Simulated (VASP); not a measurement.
# ZrS2 (P-3m1) in VASP: notebook

Aim: see how the results for ZrS2 move with the level of theory and the settings. Levels: r2SCAN+rVV10, PBE, LDA. Tasks: relaxation of cell and atoms.

Program: VASP 6.6.1. These are calculated values, not measurements. Logs are shortened: lines on timing, memory, paths and dates and some standing lists are left out, and cuts for length are marked.

### Step 1. The structure

The structure is trigonal, space group P-3m1 (No. 164). The conventional cell has a = 3.671 Å, b = 3.671 Å, c = 6.108 Å, α = 90.00°, β = 90.00°, γ = 120.00°. Zr (site symmetry -3m) has 6 S at 2.56 Å as nearest neighbours. S (site symmetry 3m) is surrounded by 3 Zr at 2.56 Å.

The cell is a database's computed one.

### Step 2. Relaxation of cell and atoms, r2SCAN+rVV10

INCAR

```
SYSTEM = ZrS2
ALGO = Normal
BPARAM = 11.95
CPARAM = 0.0093
EDIFF = 1E-7
EDIFFG = -0.01
ENCUT = 600
IBRION = 2
ISIF = 3
ISMEAR = 0
IVDW_NL = 2
LASPH = .True.
LCHARG = .False.
LMIXTAU = .True.
LREAL = .False.
LUSE_VDW = .True.
LWAVE = .False.
METAGGA = R2SCAN
NELM = 100
NSW = 40
PREC = Accurate
SIGMA = 0.02
```

KPOINTS

```
k-points
0
Gamma
  8 8 4
  0 0 0
```

POSCAR

```
ZrS2
1.0
    3.6711300500      0.0000000000      0.0000000000
   -1.8355650200      3.1792918800      0.0000000000
    0.0000000000      0.0000000000      6.1079144200
Zr S
1 2
Direct
    0.0000000000      0.0000000000      0.0000000000
    0.6666666700      0.3333333300      0.7639520500
    0.3333333300      0.6666666700      0.2360479500
```

Potentials or basis: VASP PAW PBE potentials, release 64 (Zr_sv, S).

Started as:

```bash
cat potpaw_PBE.64/Zr_sv/POTCAR potpaw_PBE.64/S/POTCAR > POTCAR
mpirun -np 1 vasp_std > vasp.out
```

OUTCAR:

```text
SYSTEM = ZrS2
   BPARAM = 11.95
   EDIFF = 1E-7
   EDIFFG = -0.01
   ENCUT = 600
   IBRION = 2
   ISIF = 3
   ISMEAR = 0
   IVDW_NL = 2
   LASPH = .True.
   LREAL = .False.
   METAGGA = R2SCAN
   NELM = 100
   NSW = 40
   PREC = Accurate

 ion  position               nearest neighbor table
   1  0.000  0.000  0.000-   2 2.56   3 2.56   3 2.56   2 2.56   2 2.56   3 2.56
   2  0.667  0.333  0.764-   1 2.56   1 2.56   1 2.56
   3  0.333  0.667  0.236-   1 2.56   1 2.56   1 2.56

  LATTYP: Found a hexagonal cell.
 ALAT       =     3.6711300500
 C/A-ratio  =     1.6637695578

  Lattice vectors:

 A1 = (   3.6711300500,   0.0000000000,   0.0000000000)
 A2 = (  -1.8355650200,   3.1792918800,   0.0000000000)
 A3 = (   0.0000000000,   0.0000000000,   6.1079144200)

Analysis of symmetry for initial positions (statically):
=====================================================================
 Subroutine PRICEL returns:
 Original cell was already a primitive cell.

 Routine SETGRP: Setting up the symmetry group for a
 hexagonal supercell.

 Subroutine GETGRP returns: Found 12 space group operations
 (whereof 12 operations were pure point group operations)
 out of a pool of 24 trial point group operations.

The static configuration has the point symmetry D_3d.

Analysis of symmetry for dynamics (positions and initial velocities):
=====================================================================
 Subroutine PRICEL returns:
 Original cell was already a primitive cell.

 Routine SETGRP: Setting up the symmetry group for a
 hexagonal supercell.

 Subroutine GETGRP returns: Found 12 space group operations
 (whereof 12 operations were pure point group operations)
 out of a pool of 24 trial point group operations.

The dynamic configuration has the point symmetry D_3d.

 Subroutine INISYM returns: Found 12 space group operations
 (whereof 12 operations are pure point group operations),
 and found     1 'primitive' translations

----------------------------------------------------------------------------------------

                                     Primitive cell

  volume of cell :      71.2891

  direct lattice vectors                    reciprocal lattice vectors
     3.671130050  0.000000000  0.000000000     0.272395689  0.157267724  0.000000000
    -1.835565020  3.179291880  0.000000000     0.000000000  0.314535449  0.000000000
     0.000000000  0.000000000  6.107914420     0.000000000  0.000000000  0.163722006

  length of vectors
     3.671130050  3.671130044  6.107914420     0.314535449  0.314535449  0.163722006

  position of ions in fractional coordinates (direct lattice)
     0.000000000  0.000000000  0.000000000
     0.666666670  0.333333330  0.763952050
     0.333333330  0.666666670  0.236047950

  ion indices of the primitive-cell ions
   primitive index   ion index
                 1           1
                 2           2
                 3           3

----------------------------------------------------------------------------------------

 KPOINTS: k-points

Automatic generation of k-mesh.
 Grid dimensions read from file:
 generate k-points for:    8    8    4

 Generating k-lattice:

  Cartesian coordinates                     Fractional coordinates (reciprocal lattice)
     0.034049461  0.019658466  0.000000000     0.125000000  0.000000000  0.000000000
     0.000000000  0.039316931  0.000000000     0.000000000  0.125000000  0.000000000
     0.000000000  0.000000000  0.040930501     0.000000000  0.000000000  0.250000000

  Length of vectors
     0.039316931  0.039316931  0.040930501

  Shift w.r.t. Gamma in fractional coordinates (k-lattice)
     0.000000000  0.000000000  0.000000000

 Subroutine IBZKPT returns following result:
 ===========================================

 Found     35 irreducible k-points:

 Following reciprocal coordinates:
            Coordinates               Weight
  0.000000  0.000000  0.000000      1.000000
  0.125000 -0.000000  0.000000      6.000000
  0.250000 -0.000000  0.000000      6.000000
  0.375000 -0.000000  0.000000      6.000000
  0.500000 -0.000000  0.000000      3.000000
  0.125000  0.125000  0.000000      6.000000
[... 16 lines left out ...]
 -0.125000  0.500000  0.250000     12.000000
  0.250000  0.250000  0.250000     12.000000
 [... further k-points ...]
   k-points           NKPTS =     35   k-points in BZ     NKDIM =     35   number of bands    NBANDS=     16
   number of dos      NEDOS =    301   number of ions     NIONS =      3
   total plane-waves  NPLWV =  45000
   dimension x,y,z NGX =    30 NGY =   30 NGZ =   50
   dimension x,y,z NGXF=    60 NGYF=   60 NGZF=  100
   ions per type =               1   2
   NGX,Y,Z   is equivalent  to a cutoff of  13.59, 13.59, 13.61 a.u.
   NGXF,Y,Z  is equivalent  to a cutoff of  27.17, 27.17, 27.22 a.u.
 SYSTEM =  ZrS2
   PREC   = accura    normal or accurate (medium, high low for compatibility)
   ISTART =      0    job   : 0-new  1-cont  2-samecut
   ICHARG =      2    charge: 1-file 2-atom 10-const
   ISPIN  =      1    spin polarized calculation?
   LNONCOLLINEAR =      F non collinear calculations
   LSORBIT =      F    spin-orbit coupling
   LASPH  =      T    aspherical Exc in radial PAW
   ENCUT  =  600.0 eV  44.10 Ry    6.64 a.u.   7.33  7.33 12.20*2*pi/ulx,y,z
   NELM   =    100;   NELMIN=  2; NELMDL= -5     # of ELM steps
   EDIFF  = 0.1E-06   stopping-criterion for ELM
   LREAL  =      F    real-space projection
   EDIFFG = -.1E-01   stopping-criterion for IOM
   NSW    =     40    number of steps for IOM
   IBRION =      2    ionic relax: 0-MD 1-quasi-New 2-CG
   NFREE  =      1    steps in history (QN), initial steepest desc. (CG)
   ISIF   =      3    stress and relaxation
   ISYM   =      2    0-nonsym 1-usesym 2-fastsym
   POTIM  = 0.5000    time-step for ionic-motion
   TEBEG  =    0.0;   TEEND  =   0.0 temperature during run
   PSTRESS=    0.0 pullay stress
   NELECT =      24.0000    total number of electrons
   NUPDOWN=      -1.0000    fix difference up-down
   EMIN   =  10.00;   EMAX   =-10.00  energy-range for DOS
   EFERMI =   0.00;   METHOD = LEGACY
   ISMEAR =     0;   SIGMA  =   0.02  broadening in eV -4-tet -1-fermi 0-gaus
   EFERMI_NEDOS =   21; number of points for ismear=-14 and -15
   IALGO  =     38    algorithm
   IMIX   =      4    mixing-type and parameters
     AMIX     =   0.40;   BMIX     =  1.00
     AMIX_MAG =   1.60;   BMIX_MAG =  1.00
  volume/ion in A,a.u.               =      23.76       160.36
  Fermi-wavevector in a.u.,A,eV,Ry     =   1.138861  2.152136 17.646828  1.297005
  Thomas-Fermi vector in A             =   2.275565
   LORBIT       =      0    0 simple, 1 ext, 2 COOP (PROOUT), +10 PAW based schemes
   METAGGA = R2SCAN    functional components
   LHFCALC =     F    Hartree Fock is set to
   AEXX    =    0.0000 exact exchange contribution
   IVDW_NL    =     2    kernel type
   BPARAM     =11.9500
   IVDW    =     0    specifies the selected vdW correction
   LEPSILON=     F    determine dielectric tensor
   LRPA    =     F    only Hartree local field effects (RPA)
 conjugate gradient relaxation of ions
 non-spin polarized calculation
 Gauss-broadening in eV      SIGMA  =   0.02
  energy-cutoff  :      600.00
  volume of cell :       71.29
 maximum number of plane-waves:      2412
 NGX is ok and might be reduce to    30
   NGX = 15   NGY = 15   NGZ = 25

--------------------------------------- Ionic step        1  -------------------------------------------

 number of electron      23.9999998 magnetization

 Free energy of the ion-electron system (eV)
  ---------------------------------------------------
  ext. energy  EPLUGINS =         0.00000000
  ---------------------------------------------------
  free energy    TOTEN  =       -43.63429244 eV

  energy without entropy =      -43.63429244  energy(sigma->0) =      -43.63429244

------------------------ aborting loop because EDIFF is reached ----------------------------------------

  FORCE on cell =-STRESS in cart. coord.  units (eV):
  Direction    XX          YY          ZZ          XY          YZ          ZX
  --------------------------------------------------------------------------------------
  -------------------------------------------------------------------------------------
  Total        0.1398002      0.1398002     -0.2056837      0.0000000      0.0000000     -0.0000000
  in kB        3.1419209      3.1419209     -4.6226112      0.0000000      0.0000000     -0.0000000
  external PRESSURE =       0.5537435 kB  Pullay stress =       0.0000000 kB
[... 92 lines left out ...]
  FREE ENERGIE OF THE ION-ELECTRON SYSTEM (eV)
  ---------------------------------------------------
  free  energy   TOTEN  =       -43.6363501943 eV

  energy  without entropy=      -43.6363501943  energy(sigma->0) =      -43.63635019

 E-fermi :   4.2867     XC(G=0):  -9.9973

 val. band max:        4.0887566962   @ k =   0.1250  -0.0000   0.0000
 cond. band min:       5.3819114500   @ k =   0.5000  -0.0000   0.5000
 fundamental gap:      1.2931547538
 Fermi energy:         4.2867468621

 k-point     1 :       0.0000    0.0000    0.0000
  band No.  band energies     occupation
      1     -46.5779      2.00000
      2     -23.9347      2.00000
      3     -23.7820      2.00000
      4     -23.7820      2.00000
      5      -9.1132      2.00000
      6      -7.6072      2.00000
[... 433 lines left out ...]
      3     -23.8917      2.00000
      4     -23.8733      2.00000
      5      -7.9416      2.00000
      6      -7.8353      2.00000
[... 8 lines left out ...]
     15       7.7604      0.00000
     16       9.1275      0.00000

 [... further k-points ...]

[... ionic steps 4 to 13 ...]

--------------------------------------- Ionic step       14  -------------------------------------------

 number of electron      23.9999997 magnetization

------------------------ aborting loop because EDIFF is reached ----------------------------------------
[... 69 lines left out ...]
--------------------------------------- Ionic step       16  -------------------------------------------

 number of electron      23.9999997 magnetization

 Free energy of the ion-electron system (eV)
  ---------------------------------------------------
  ext. energy  EPLUGINS =         0.00000000
  ---------------------------------------------------
  free energy    TOTEN  =       -43.64574010 eV

  energy without entropy =      -43.64574010  energy(sigma->0) =      -43.64574010

 E-fermi :   4.6080     XC(G=0): -10.1570

 val. band max:        4.4429213099   @ k =   0.0000   0.0000   0.0000
 cond. band min:       5.6165895679   @ k =   0.5000  -0.0000   0.5000
 fundamental gap:      1.1736682580
 Fermi energy:         4.6080276974

 k-point     1 :       0.0000    0.0000    0.0000
  band No.  band energies     occupation
      1     -46.2744      2.00000
      2     -23.6332      2.00000
      3     -23.4779      2.00000
      4     -23.4779      2.00000
      5      -8.8788      2.00000
      6      -7.3133      2.00000
[... 433 lines left out ...]
      3     -23.5912      2.00000
      4     -23.5697      2.00000
      5      -7.6828      2.00000
      6      -7.5480      2.00000
[... 8 lines left out ...]
     15       8.1069      0.00000
     16       9.4370      0.00000

 [... further k-points ...]
[... 5 lines left out ...]
  --------------------------------------------------------------------------------------
  -------------------------------------------------------------------------------------
  Total       -0.0214128     -0.0214128      0.0256921     -0.0000000      0.0000000      0.0000000
  in kB       -0.5008468     -0.5008468      0.6009389     -0.0000000      0.0000000      0.0000000
  external PRESSURE =      -0.1335849 kB  Pullay stress =       0.0000000 kB
[... 18 lines left out ...]
  FREE ENERGIE OF THE ION-ELECTRON SYSTEM (eV)
  ---------------------------------------------------
  free  energy   TOTEN  =       -43.6457401022 eV

  energy  without entropy=      -43.6457401022  energy(sigma->0) =      -43.64574010

 reached required accuracy - stopping structural energy minimisation
```

It took 44 min on 1 thread of Intel Xeon Platinum 8488C (Sapphire Rapids), shared host; peak memory 0.4 GiB.

Results:

- Free energy: -43.6457 eV
- Relaxed volume: 22.83 Å³/atom
- Relaxed cell: a = 3.677 Å, b = 3.677 Å, c = 5.852 Å, α = 90.00°, β = 90.00°, γ = 120.00°
- Space group after relaxing (to 0.05 Å): P-3m1 (No. 164)
- Energy gained by relaxing: 3.8 meV/atom
- Ionic steps: 16
- Pressure after relaxing: 0.0 GPa
- Band gap on the k mesh: 1.17 eV, indirect (least direct gap 1.80 eV)

Stress tensor (GPa, compression positive):
```
-0.05  0.00  0.00
 0.00 -0.05  0.00
 0.00  0.00  0.06
```

The path:
```tsv
step	energy change (eV)	largest force (eV/Å)	pressure (GPa)	volume (Å³)
1	0.0000	0.0968	0.06	71.29
2	-0.0016	0.0503	-0.38	71.37
3	-0.0021	0.0105	-0.94	71.48
4	-0.0021	0.0066	-0.78	71.45
5	-0.0028	0.0159	-0.74	71.34
6	-0.0046	0.0431	-0.61	70.99
7	-0.0069	0.0972	-0.32	70.30
8	-0.0056	0.2013	0.33	68.90
9	-0.0074	0.1376	-0.09	69.81
10	-0.0087	0.1175	-0.05	69.55
11	-0.0111	0.0560	0.08	68.79
12	-0.0085	0.0730	0.39	67.28
13	-0.0114	0.0287	0.16	68.42
14	-0.0114	0.0261	0.17	68.39
15	-0.0114	0.0214	-0.17	68.59
16	-0.0114	0.0005	-0.01	68.50
```

Final structure:
```
Zr S
1.0
     3.67652    0.00000    0.00000
    -1.83826    3.18396    0.00000
     0.00000    0.00000    5.85161
Zr S
1 2
Direct
  0.00000 0.00000 0.00000
  0.66667 0.33333 0.75354
  0.33333 0.66667 0.24646
```

Caveat: the PAW data sets were made with another functional, which shifts forces and pressure a little. r2SCAN opens gaps a little over a GGA but as a rule still falls short of measured ones.

[end of part 1 of 2]
